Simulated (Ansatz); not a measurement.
**MgO: moving Mg off its site**

MgO, P-6m2, a = 2.938 Å, c = 2.680 Å. This isn't the usual stable structure of the compound. Ansatz: PBE, PAW, 420 eV, Γ-centred 6×6×6 mesh on 8 atoms, Gaussian smearing 0.05 eV; no spin polarisation.

```
CELL_PARAMETERS angstrom
1.46886 2.54414 2.67979
-1.46886 -2.54414 2.67979
4.40659 -2.54414 0.00000
ATOMIC_POSITIONS crystal
Mg 0.50000 0.50000 0.00000
Mg 0.25000 0.75000 0.50000
Mg 0.75000 0.25000 0.50000
Mg 0.00000 0.00000 0.00000
O 0.75000 0.75000 0.33333
O 0.50000 0.00000 0.83333
O 0.00000 0.50000 0.83333
O 0.25000 0.25000 0.33333
```

Atom 1 (Mg) moves by x along the unit vector (0.000, 1.000, 0.000), with its periodic images; all else is held. y is the free energy of the cell over the start, F the force along the path summed over the moved atoms.

| x (Å) | y (meV) | F (eV/Å) |
| --- | --- | --- |
| -0.600 | ? | ? |
| -0.480 | 798.3 | 3.23 |
| -0.360 | 457.4 | 2.46 |
| -0.240 | 208.7 | 1.69 |
| -0.120 | 54.1 | 0.88 |
| 0.000 | 0.0 | 0.00 |
| 0.240 | 257.1 | -2.30 |
| 0.360 | 626.8 | -3.93 |
| 0.480 | 1217.9 | -6.01 |
| 0.600 | 2091.8 | -8.65 |

Task: Fit y = c2 x² + c3 x³ + c4 x⁴ to the energies of the other rows, give the force constant, and predict energy and force of the missing row.

Result: Least squares on the rows shown. y = 3889.0 x² + 1896.0 x³ + 2164.0 x⁴. The force constant is 2 c2 = 7.78 eV/Å² (for all images moving together, not for a lone atom). The force −dy/dx at the missing row is 4.49 eV/Å (computed 4.02). At x = -0.600 the fit asked for gives 1271.0 meV. The run gave 1232.5 meV, so the fit is 38.5 meV too high, 1.8 % of the span of the series, against an rms of 2.9 meV on the fitted rows. The row lies outside the fitted range. With a term in x⁵ added, a fit to the same known rows predicts 1234.1 meV, so most of the miss is curvature that the known rows already hold.

Cost: 10 runs of about 1.3 core-minutes in all, on Intel Xeon 6975P-C (Granite Rapids) (shared hosts).